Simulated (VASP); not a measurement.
# GaN (P6_3mc) in VASP: Born charges and dielectric tensor with LDA

Aim: the Born charges and dielectric tensor of GaN with LDA.

Everything below comes from runs of VASP 6.6.1. Logs are shortened: lines on timing, memory, paths and dates and some standing lists are left out, and cuts for length are marked.

**What was measured.**

From “Studying electronic properties in GaN without electrical contacts using γ-γ vs e−-γ Perturbed Angular Correlations”, 2019, pmc:6823545, for a bulk crystal of GaN: band gap 3.503 ± 0.005 eV (direct).

The runs below are set against these values where they give the same quantity.

**1. Starting point**

The structure is hexagonal, space group P6_3mc (No. 186). Conventional cell: a = 3.181 Å, b = 3.181 Å, c = 5.181 Å, α = 90.00°, β = 90.00°, γ = 120.00°. Ga (site symmetry 3m) has 4 N at 1.94 to 1.95 Å as nearest neighbours. N (site symmetry 3m) has 4 Ga at 1.94 to 1.95 Å as nearest neighbours.

The cell is a database's computed one.

**2. Born charges and dielectric tensor, LDA**

Contents of INCAR:

```
  PREC = Accurate
  ENCUT = 600
  EDIFF = 1E-8
  ISMEAR = 0
  SIGMA = 0.02
  LREAL = F
  LASPH = T
  NELM = 80
  ALGO = Normal
  ISIF = 2
  LWAVE = F
  LCHARG = F
  LEPSILON = T
  IBRION = 8
  NSW = 1
```

Contents of KPOINTS:

```
regular mesh
0
Gamma
  12 12 6
```

Contents of POSCAR:

```
GaN
1.0
    3.1806700000      0.0000000000      0.0000000000
   -1.5903300000      2.7545400000      0.0000000000
    0.0000000000      0.0000000000      5.1815000000
Ga N
2 2
Direct
    0.6666700000      0.3333300000      0.4991600000
    0.3333300000      0.6666700000      0.9991600000
    0.6666700000      0.3333300000      0.8758400000
    0.3333300000      0.6666700000      0.3758400000
```

Potentials or basis: VASP PAW LDA potentials, release 64 (Ga_d, N).

Launch:

```
cat potpaw_LDA.64/Ga_d/POTCAR potpaw_LDA.64/N/POTCAR > POTCAR
mpirun -np 1 vasp_std > vasp.out
```

OUTCAR:

```text
PREC = Accurate
   ENCUT = 600
   EDIFF = 1E-8
   ISMEAR = 0
   LREAL = F
   LASPH = T
   NELM = 80
   ISIF = 2
   LEPSILON = T
   IBRION = 8
   NSW = 1

 ion  position               nearest neighbor table
   1  0.667  0.333  0.499-   4 1.94   4 1.94   4 1.94   3 1.95
   2  0.333  0.667  0.999-   3 1.94   3 1.94   3 1.94   4 1.95
   3  0.667  0.333  0.876-   2 1.94   2 1.94   2 1.94   1 1.95
   4  0.333  0.667  0.376-   1 1.94   1 1.94   1 1.94   2 1.95

  LATTYP: Found a hexagonal cell.
 ALAT       =     3.1806700000
 C/A-ratio  =     1.6290592863

  Lattice vectors:

 A1 = (   3.1806700000,   0.0000000000,   0.0000000000)
 A2 = (  -1.5903300000,   2.7545400000,   0.0000000000)
 A3 = (   0.0000000000,   0.0000000000,   5.1815000000)

Analysis of symmetry for initial positions (statically):
=====================================================================
 Subroutine PRICEL returns:
 Original cell was already a primitive cell.

 Routine SETGRP: Setting up the symmetry group for a
 hexagonal supercell.

 Subroutine GETGRP returns: Found  4 space group operations
 (whereof  2 operations were pure point group operations)
 out of a pool of 24 trial point group operations.

The static configuration has the point symmetry C_1h.
 The point group associated with its full space group is C_2v.

Analysis of symmetry for dynamics (positions and initial velocities):
=====================================================================
 Subroutine PRICEL returns:
 Original cell was already a primitive cell.

 Routine SETGRP: Setting up the symmetry group for a
 hexagonal supercell.

 Subroutine GETGRP returns: Found  4 space group operations
 (whereof  2 operations were pure point group operations)
 out of a pool of 24 trial point group operations.

The dynamic configuration has the point symmetry C_1h.
 The point group associated with its full space group is C_2v.

 Subroutine INISYM returns: Found  4 space group operations
 (whereof  2 operations are pure point group operations),
 and found     1 'primitive' translations

----------------------------------------------------------------------------------------

                                     Primitive cell

  volume of cell :      45.3966

  direct lattice vectors                    reciprocal lattice vectors
     3.180670000  0.000000000  0.000000000     0.314399167  0.181517941  0.000000000
    -1.590330000  2.754540000  0.000000000     0.000000000  0.363037023  0.000000000
     0.000000000  0.000000000  5.181500000     0.000000000  0.000000000  0.192994307

  length of vectors
     3.180670000  3.180666616  5.181500000     0.363036636  0.363037023  0.192994307

  position of ions in fractional coordinates (direct lattice)
     0.666670000  0.333330000  0.499160000
     0.333330000  0.666670000  0.999160000
     0.666670000  0.333330000  0.875840000
     0.333330000  0.666670000  0.375840000

  ion indices of the primitive-cell ions
   primitive index   ion index
                 1           1
                 2           2
                 3           3
                 4           4

----------------------------------------------------------------------------------------

 KPOINTS: regular mesh

Automatic generation of k-mesh.
 Grid dimensions read from file:
[... 790 lines left out ...]
------------------------ aborting loop because EDIFF is reached ----------------------------------------

[... ionic steps 11 to 11 ...]

--------------------------------------- Ionic step       12  -------------------------------------------

 Free energy of the ion-electron system (eV)
  ---------------------------------------------------
  ---------------------------------------------------
  free energy    TOTEN  =        -0.24396938 eV

  energy without entropy =       -0.24396938

------------------------ aborting loop because EDIFF is reached ----------------------------------------

 INTERNAL STRAIN TENSOR  FOR ION    3  DIRECTION 3   (eV/Angst):
 -----------------------------------------------------------------------------
     4.99024 -0.01392  0.03212
    -0.01392  4.97414 -0.01855
    -0.02329  0.01344 -9.36867

 MACROSCOPIC STATIC DIELECTRIC TENSOR (including local field effects in DFT)
 ------------------------------------------------------
           5.710431    -0.000026     0.000000
          -0.000026     5.710385     0.000000
           0.000000     0.000000     5.898371
 ------------------------------------------------------

 PIEZOELECTRIC TENSOR (including local field effects)  for field in x, y, z        (e  Angst)
          XX          YY          ZZ          XY          YZ          ZX
  --------------------------------------------------------------------------------
  x     0.00000     0.00000     0.00000     0.00000     0.00006     1.56465
  y     0.00000     0.00000     0.00000    -0.00000     1.56471     0.00006
  z     1.42699     1.42702    -2.89782     0.00003     0.00000     0.00000

 PIEZOELECTRIC TENSOR (including local field effects)  for field in x, y, z        (C/m^2)
          XX          YY          ZZ          XY          YZ          ZX
  --------------------------------------------------------------------------------
  x     0.00000     0.00000     0.00000     0.00000     0.00002     0.55221
  y     0.00000     0.00000     0.00000    -0.00000     0.55223     0.00002
  z     0.50363     0.50364    -1.02273     0.00001     0.00000     0.00000

 BORN EFFECTIVE CHARGES (including local field effects) (in |e|, cummulative output)
 ---------------------------------------------------------------------------------
 ion    1
    1     2.59034     0.00001    -0.00002
    2     0.00001     2.59034     0.00001
    3     0.00002    -0.00001     2.72867
 ion    2
    1     2.59034     0.00001     0.00002
    2     0.00001     2.59034    -0.00001
    3    -0.00002     0.00001     2.72867
 ion    3
    1    -2.59034    -0.00001     0.00000
    2    -0.00001    -2.59034    -0.00000
    3     0.00001    -0.00000    -2.72867
 ion    4
    1    -2.59034    -0.00001    -0.00000
    2    -0.00001    -2.59034     0.00000
    3    -0.00001     0.00000    -2.72867

 INTERNAL STRAIN TENSOR FOR ION    4 for displacements in x,y,z  (eV/Angst):
          X           Y           Z          XY          YZ          ZX
  --------------------------------------------------------------------------------
  x    -0.00121    -0.00304     0.00006    -9.04645    -0.01502     4.96813
  y    -8.93184     8.93427    -0.00004    -0.19353     5.21293     0.00862
  z     4.99024     4.97414    -9.36867    -0.01392    -0.01344    -0.03212

 SECOND DERIVATIVES (NOT SYMMETRIZED)
 ------------------------------------
               1X          1Y          1Z          2X          2Y          2Z          3X          3Y          3Z          4X          4Y          4Z
  1X   -13.126959   -0.001445    0.000754    0.422008    0.000685    0.000094    1.123533   -0.000104   -0.000138   11.581418    0.000864   -0.000710
  1Y    -0.001445  -13.128590   -0.000435    0.000685    0.422798   -0.000054   -0.000104    1.123409    0.000080    0.000864   11.582383    0.000410
  1Z     0.001224   -0.000707  -19.787280   -0.000522    0.000302    8.179209   -0.000252    0.000146    6.611296   -0.000449    0.000259    4.996775
  2X     0.422008    0.000685   -0.000094  -13.126959   -0.001445   -0.000754   11.581418    0.000864    0.000710    1.123533   -0.000104    0.000138
  2Y     0.000685    0.422798    0.000054   -0.001445  -13.128590    0.000435    0.000864   11.582383   -0.000410   -0.000104    1.123409   -0.000080
  2Z     0.000522   -0.000302    8.179209   -0.001224    0.000707  -19.787280    0.000449   -0.000259    4.996775    0.000252   -0.000146    6.611296
  3X     1.114152   -0.000402   -0.000044   11.570550    0.000844    0.000837  -13.312147   -0.001687   -0.000664    0.627445    0.001245   -0.000130
  3Y    -0.000402    1.113684    0.000025    0.000844   11.571492   -0.000484   -0.001687  -13.314057    0.000383    0.001245    0.628882    0.000075
  3Z     0.000485   -0.000280    6.580546    0.001364   -0.000787    5.037342   -0.001311    0.000757  -17.643495   -0.000537    0.000310    6.025607
  4X    11.570550    0.000844   -0.000837    1.114152   -0.000402    0.000044    0.627445    0.001245    0.000130  -13.312147   -0.001687    0.000664
  4Y     0.000844   11.571492    0.000484   -0.000402    1.113684   -0.000025    0.001245    0.628882   -0.000075   -0.001687  -13.314057   -0.000383
  4Z    -0.001364    0.000787    5.037342   -0.000485    0.000280    6.580546    0.000537   -0.000310    6.025607    0.001311   -0.000757  -17.643495

 Eigenvectors and eigenvalues of the dynamical matrix
 ----------------------------------------------------

   1 f  =   20.338361 THz   127.789689 2PiTHz  678.414686 cm-1    84.112663 meV
             X         Y         Z           dx          dy          dz
      1.590353  0.918171  2.586398     0.000044   -0.000026    0.027648
     -0.000013  1.836369  5.177148     0.000044   -0.000026   -0.027648
      1.590353  0.918171  4.538165    -0.000098    0.000057   -0.706566
     -0.000013  1.836369  1.947415    -0.000098    0.000057    0.706566
[... 71 lines left out ...]
  12 f/i=    0.004988 THz     0.031343 2PiTHz    0.166396 cm-1     0.020630 meV
             X         Y         Z           dx          dy          dz
      1.590353  0.918171  2.586398     0.322606    0.558746   -0.000000
     -0.000013  1.836369  5.177148     0.322606    0.558746   -0.000000
      1.590353  0.918171  4.538165     0.144684    0.250589   -0.000000
     -0.000013  1.836369  1.947415     0.144684    0.250589   -0.000000

--------------------------------------------------------------------------------------------------------

 MACROSCOPIC STATIC DIELECTRIC TENSOR IONIC CONTRIBUTION
 ------------------------------------------------------
           4.213655    -0.000178    -0.000000
          -0.000178     4.213437     0.000000
          -0.000000     0.000000     5.111278
 ------------------------------------------------------

 ELASTIC MODULI CONTR FROM IONIC RELAXATION (kBar)
 Direction    XX          YY          ZZ          XY          YZ          ZX
 --------------------------------------------------------------------------------
 XX        -560.3313    256.5705    285.4985     -1.9566     -0.0000      0.0000
 YY         256.5705   -555.9873    281.2194      5.7159      0.0000     -0.0000
 ZZ         285.4985    281.2194   -532.4622     -3.7052      0.0000     -0.0000
 XY          -1.9566      5.7159     -3.7052   -421.4703     -0.0000     -0.0000
 YZ          -0.0000      0.0000      0.0000     -0.0000   -134.1684     -0.3836
 ZX           0.0000     -0.0000     -0.0000     -0.0000     -0.3836   -141.3925
 --------------------------------------------------------------------------------

 PIEZOELECTRIC TENSOR IONIC CONTR  for field in x, y, z        (C/m^2)
          XX          YY          ZZ          XY          YZ          ZX
  --------------------------------------------------------------------------------
  x     0.00000    -0.00000    -0.00000    -0.00000    -0.00204    -0.72629
  y    -0.00000     0.00000     0.00000    -0.00000    -0.70746     0.00013
  z    -0.83230    -0.81989     1.55232     0.01075    -0.00000     0.00000
```

Wall time 65 min (1 thread of Intel Xeon Platinum 8488C (Sapphire Rapids), shared host); peak memory 1.2 GiB.

What came out:

```yaml
Band_gap_on_the_k_mesh: 1.97 eV, direct
Electronic_dielectric_tensor_diagonal: 5.71, 5.71, 5.90
Born_charges_mean_of_the_diagonal: Ga +2.64; N -2.64 e
Highest_phonon_frequency_at_Γ_LO-TO_splitting_left_out: 678 cm⁻¹
```

Phonon frequencies in cm⁻¹ (negative: imaginary):
```
              q point                                frequencies
(0.000, 0.000, 0.000)  0 0 0 141 141 329 520 544 544 551 551 678
```

Electronic dielectric tensor:
```
5.71 0.00 0.00
0.00 5.71 0.00
0.00 0.00 5.90
```

Born effective charge tensors (e):
atom 1, Ga
```
2.59 0.00 0.00
0.00 2.59 0.00
0.00 0.00 2.73
```
atom 2, Ga
```
2.59 0.00 0.00
0.00 2.59 0.00
0.00 0.00 2.73
```
atom 3, N
```
-2.59  0.00  0.00
 0.00 -2.59  0.00
 0.00  0.00 -2.73
```
atom 4, N
```
-2.59  0.00  0.00
 0.00 -2.59  0.00
 0.00  0.00 -2.73
```

**3. Against experiment**

Step 2. Measured gap of GaN: 3.503 eV (direct; quoted in “Studying electronic properties in GaN without electrical contacts using γ-γ vs e−-γ Perturbed Angular Correlations”, 2019, pmc:6823545). This calculation gives 1.97 eV (-1.53 eV). Spin-orbit coupling on Ga is left out. The value is that of LDA, without temperature or zero-point motion. Semilocal functionals fall short of measured gaps as a rule. The cell is a database's relaxed one, not the measured one, which moves gaps too.
